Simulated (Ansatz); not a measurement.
# SnO2 with an O vacancy: gradients before and after relaxing the atoms

Start: a supercell of SnO2 (space group Pnnm) built from a computed structure from the Materials Project (it need not be an observed phase), with all atoms left at the host's positions.

```cif
data_structure
_symmetry_space_group_name_H-M 'P 1'
_symmetry_Int_Tables_number 1
_cell_length_a 6.8270
_cell_length_b 6.8270
_cell_length_c 9.7227
_cell_angle_alpha 90.000
_cell_angle_beta 90.000
_cell_angle_gamma 89.067
_cell_volume 453.10
loop_
_atom_site_label
_atom_site_type_symbol
_atom_site_fract_x
_atom_site_fract_y
_atom_site_fract_z
_atom_site_occupancy
Sn1 Sn 0.50000 0.00000 0.16667 1
Sn2 Sn 0.50000 0.00000 0.50000 1
Sn3 Sn 0.50000 0.00000 0.83333 1
Sn4 Sn 0.00000 0.50000 0.16667 1
Sn5 Sn 0.00000 0.50000 0.50000 1
Sn6 Sn 0.00000 0.50000 0.83333 1
Sn7 Sn 0.00000 0.00000 0.00000 1
Sn8 Sn 0.00000 0.00000 0.33333 1
Sn9 Sn 0.00000 0.00000 0.66667 1
Sn10 Sn 0.50000 0.50000 0.00000 1
Sn11 Sn 0.50000 0.50000 0.33333 1
Sn12 Sn 0.50000 0.50000 0.66667 1
O13 O 0.30645 0.01459 0.33333 1
O14 O 0.30645 0.01459 0.66667 1
O15 O 0.80645 0.51459 0.00000 1
O16 O 0.80645 0.51459 0.33333 1
O17 O 0.80645 0.51459 0.66667 1
O18 O 0.48541 0.69355 0.16667 1
O19 O 0.48541 0.69355 0.50000 1
O20 O 0.48541 0.69355 0.83333 1
O21 O 0.98541 0.19355 0.16667 1
O22 O 0.98541 0.19355 0.50000 1
O23 O 0.98541 0.19355 0.83333 1
O24 O 0.51459 0.30645 0.16667 1
O25 O 0.51459 0.30645 0.50000 1
O26 O 0.51459 0.30645 0.83333 1
O27 O 0.01459 0.80645 0.16667 1
O28 O 0.01459 0.80645 0.50000 1
O29 O 0.01459 0.80645 0.83333 1
O30 O 0.69355 0.98541 0.00000 1
O31 O 0.69355 0.98541 0.33333 1
O32 O 0.69355 0.98541 0.66667 1
O33 O 0.19355 0.48541 0.00000 1
O34 O 0.19355 0.48541 0.33333 1
O35 O 0.19355 0.48541 0.66667 1
```

Sites (sets of like atoms) are named by element and the number of their first atom in this list.

Computed with Ansatz: DFT, PBE, plane waves and PAW, scalar-relativistic, collinear spin, 420 eV cutoff, Γ-centred 3×3×2 k-points, Fermi–Dirac smearing 0.01 eV, cell charge +1. Start moments as typed (μB): 0.5 0 0.5 0 0 0 0.5 0 0 0 0 0 0 0 0 0 0 0 0 0 0 0 0 0 0 0 0 0 0 0 0 0 0 0 0 by atom.

The largest force at the start is 1.7 eV/Å. Relaxing the ions at fixed cell moves them by 0.192 Å at most (atom 7, Sn) and 0.093 Å rms.

```
site  atom  moved (Å)   first shell before    first shell after  V_zz before (10²¹ V/m²)  η before
 Sn1     1      0.113   5 O at 2.09–2.10 Å   5 O at 2.02–2.08 Å                    10.25      0.24
 Sn4     4      0.013   6 O at 2.09–2.10 Å   6 O at 2.08–2.11 Å                    -6.07      0.28
 Sn5     5      0.024   6 O at 2.09–2.10 Å   6 O at 2.09–2.11 Å                     5.04      0.94
 Sn7     7      0.192   5 O at 2.09–2.10 Å   5 O at 2.05–2.07 Å                    13.44      0.74
 Sn8     8      0.044   6 O at 2.09–2.10 Å   6 O at 2.07–2.11 Å                    -5.12      0.97
Sn10    10      0.004   6 O at 2.09–2.10 Å        6 O at 2.09 Å                     4.78      0.80
Sn11    11      0.019   6 O at 2.09–2.10 Å   6 O at 2.09–2.12 Å                     5.39      0.67
 O21    21      0.157  3 Sn at 2.09–2.10 Å  3 Sn at 2.07–2.11 Å                   -10.66      0.27
 O27    27      0.051  3 Sn at 2.09–2.10 Å  3 Sn at 2.07–2.11 Å                   -10.93      0.28
 O30    30      0.169  3 Sn at 2.09–2.10 Å  3 Sn at 2.05–2.06 Å                   -12.86      0.28
 O33    33      0.078  3 Sn at 2.09–2.10 Å  3 Sn at 2.08–2.09 Å                   -10.59      0.16
```

Q: What are V_zz and η after the relaxation?

A: 

```tsv
site	atom	V_zz after	η after	change of V_zz
Sn1	1	10.46	0.23	+0.21
Sn4	4	-6.58	0.09	-0.51
Sn5	5	5.47	0.76	+0.43
Sn7	7	13.52	0.72	+0.08
Sn8	8	5.66	0.93	–
Sn10	10	4.32	0.31	-0.46
Sn11	11	5.60	0.40	+0.21
O21	21	-10.44	0.28	+0.22
O27	27	-10.53	0.26	+0.40
O30	30	-12.76	0.08	+0.10
O33	33	-11.27	0.12	-0.68
```

The largest change of V_zz along a kept axis is on O33, from -10.59 to -11.27. The whole tensor moves most on O21, by 2.43 along its most changed direction. In per cent, |V_zz| changes by -10 to +9 on Sn, -4 to +6 on O (all sites that start above 2, bar those whose gradient vanishes or changes sign or whose main axis turns by over 40°). Where |V_zz| stays above 0.1 and the axes keep their order, η moves most on Sn10, from 0.80 to 0.31. On Sn4 V_xx and V_yy change places (or their axes turn by over 50°), so the two values of η hide a larger change. On Sn8 the largest principal value lies along another axis in the second run, so the two V_zz can't be compared directly. The table leaves out 12 of the 23 sites, with |V_zz| up to 12.16; their tensors move by 1.22 at most along any direction. The statements above cover all sites. The host's own positions weren't relaxed first, so part of the change far from the defect can be the host's relaxation.

The defect repeats with the cell of 35 atoms, so it feels its images: sites between two images don't show the values beside a lone defect, and zeros or small values of η there can come from the images' arrangement. O and Sn carry a gradient in the pure host already, so the values there aren't the defect's effect alone. A uniform background compensates the cell's charge. The defect cell has no gap above 0.1 eV on its mesh, so the values can hang on the smearing and the k-mesh. Without spin–orbit coupling (the program notes it for Sn) the gradients can shift somewhat, as the gap is small. The run lost most of its start moments on Sn; a state with other moments may lie lower.
Before: The neighbours have not yet relaxed around the defect (largest force 1.7 eV/Å), so a real crystal will differ.
After: The relaxation keeps the symmetry of the vacancy's site, so distortions that break it, Jahn–Teller ones too, aren't explored.
